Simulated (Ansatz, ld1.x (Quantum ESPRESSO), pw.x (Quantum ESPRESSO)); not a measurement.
What a changed setting does to a pw.x run (fcc Hg)

Potential: norm-conserving Troullier–Martins (Kleinman–Bylander form), ld1.x (Quantum ESPRESSO) 7.5, PBEsol; core [Xe] 4f14, reference 5d10 6s2 6p0; waves: 6s (bound): rc 2.35 bohr; 6p (bound, empty): rc 3.15 bohr; 5d (bound): rc 2.40 bohr; local part: all-electron potential smoothed inside 2.50 bohr (lloc = -1); core correction: none.

The reference run (k-mesh 12³, cutoffs 75/300 Ry, Fermi–Dirac 0.01 Ry, mixing_beta 0.4, conv_thr 1e-9, no spin) gives 0.41 GPa at 23.347 Å³/atom, where all-electron LAPW gives 0.03 GPa. This run, with its own iteration cap, changes k-mesh shift to 1.

```
&control
  calculation='scf', prefix='x', pseudo_dir='./', outdir='./tmp', tstress=.true., disk_io='none'
/
&system
  ibrav=0, nat=1, ntyp=1, ecutwfc=75, ecutrho=300, nbnd=14,
  occupations='smearing', smearing='fd', degauss=0.01
/
&electrons
  conv_thr=1e-09, mixing_beta=0.4, electron_maxstep=70
/
ATOMIC_SPECIES
Hg 1.0 Hg.UPF
CELL_PARAMETERS angstrom
  0.00000000 2.26847342 2.26847342
  2.26847342 0.00000000 2.26847342
  2.26847342 2.26847342 0.00000000
ATOMIC_POSITIONS crystal
Hg 0.0000 0.0000 0.0000
K_POINTS automatic
12 12 12 1 1 1
```

```bash
pw.x < Hg.scf.in > Hg.scf.out
```

Q: How does the run end?

A: It converges in 8 iterations; the free energy moves by +2.7 meV/atom and the pressure by -0.13 GPa.

```
Message from routine setup:
     using ibrav=0 with symmetry is DISCOURAGED, use correct ibrav instead
     lattice parameter (alat)  =       6.0624  a.u.
     unit-cell volume          =     157.5534 (a.u.)^3
     number of electrons       =        12.00
     number of Kohn-Sham states=           14
     kinetic-energy cutoff     =      75.0000  Ry
     charge density cutoff     =     300.0000  Ry
     scf convergence threshold =      1.0E-09
     Exchange-correlation= PBESOL
     number of k points=   182  Fermi-Dirac smearing, width (Ry)=  0.0100
     iteration #  1     ecut=    75.00 Ry     beta= 0.40
     total energy              =     -82.02311250 Ry
     estimated scf accuracy    <       0.01223471 Ry
     iteration #  2     ecut=    75.00 Ry     beta= 0.40
     total energy              =     -82.02440895 Ry
     estimated scf accuracy    <       0.00085156 Ry
     iteration #  3     ecut=    75.00 Ry     beta= 0.40
     total energy              =     -82.02450192 Ry
     estimated scf accuracy    <       0.00012437 Ry
     iteration #  4     ecut=    75.00 Ry     beta= 0.40
     total energy              =     -82.02450449 Ry
     estimated scf accuracy    <       0.00000030 Ry
     iteration #  5     ecut=    75.00 Ry     beta= 0.40
     total energy              =     -82.02450450 Ry
     estimated scf accuracy    <       0.00000009 Ry
     iteration #  6     ecut=    75.00 Ry     beta= 0.40
     total energy              =     -82.02450450 Ry
     estimated scf accuracy    <       0.00000005 Ry
     iteration #  7     ecut=    75.00 Ry     beta= 0.40
     total energy              =     -82.02450450 Ry
     estimated scf accuracy    <          1.4E-09 Ry
     iteration #  8     ecut=    75.00 Ry     beta= 0.40
     the Fermi energy is    11.7363 ev
!    total energy              =     -82.02450450 Ry
     estimated scf accuracy    <          1.7E-11 Ry
     smearing contrib. (-TS)   =      -0.00151851 Ry
     The total energy is F=E-TS. E is the sum of the following terms:
     one-electron contribution =      -6.84751627 Ry
     hartree contribution      =      13.58807521 Ry
     xc contribution           =     -11.75725329 Ry
     ewald contribution        =     -77.00629165 Ry
     convergence has been achieved in   8 iterations
          total   stress  (Ry/bohr**3)                   (kbar)     P=        2.86
     Message from routine punch:
     Nothing written, as per user request (disk_io='none')
```

The run took about 62 s on one core of a shared host (Neoverse-V1, 32 threads, 247 GiB, load 18).
